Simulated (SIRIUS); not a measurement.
SnTe and the effect of the dispersion correction

The cell as given:

Symmetry: Fm-3m, No. 225, cubic system. Conventional cell: a = 6.302 Å, b = 6.302 Å, c = 6.302 Å, α = 90.00°, β = 90.00°, γ = 90.00°. Te (site symmetry m-3m) has 6 Sn at 3.15 Å as nearest neighbours. Sn (site symmetry m-3m) is surrounded by 6 Te at 3.15 Å.

Kept alike: task relaxation of cell and atoms; functional PBE; k mesh 3 × 3 × 3; occupations fermi-dirac, width 0.05 eV; no spin polarisation. Program: SIRIUS, PseudoDojo 0.4.1 PBE standard (scalar relativistic), cutoff 1102 eV. The mesh is that of the run's cell of 2 atoms. No spin-orbit coupling.

| dispersion correction | volume (Å³/atom) |
| --- | --- |
| D3(zero) | 32.067 |
| D3(BJ) | 31.389 |
| D4 | 31.295 |
| none | 32.766 |

The k mesh is coarse, so the values aren't converged. The relaxations keep at least the cell's symmetry (Fm-3m). Relaxations stop with a little pressure left, so the last digits of a volume or edge aren't settled.

**Question.** What does the dispersion correction change here?

**Answer.** The volume runs from 31.295 (D4) to 32.766 Å³/atom (none). Against no correction: D3(zero) -2.1 %; D3(BJ) -4.2 %; D4 -4.5 %. Dispersion terms mostly attract and so lower the volume; the schemes' coefficients and damping set how far. Measured: 31.45 Å³/atom at 300 K (a printed reference work); nearest D3(BJ), 0.06 Å³/atom off. The runs are for a static lattice.
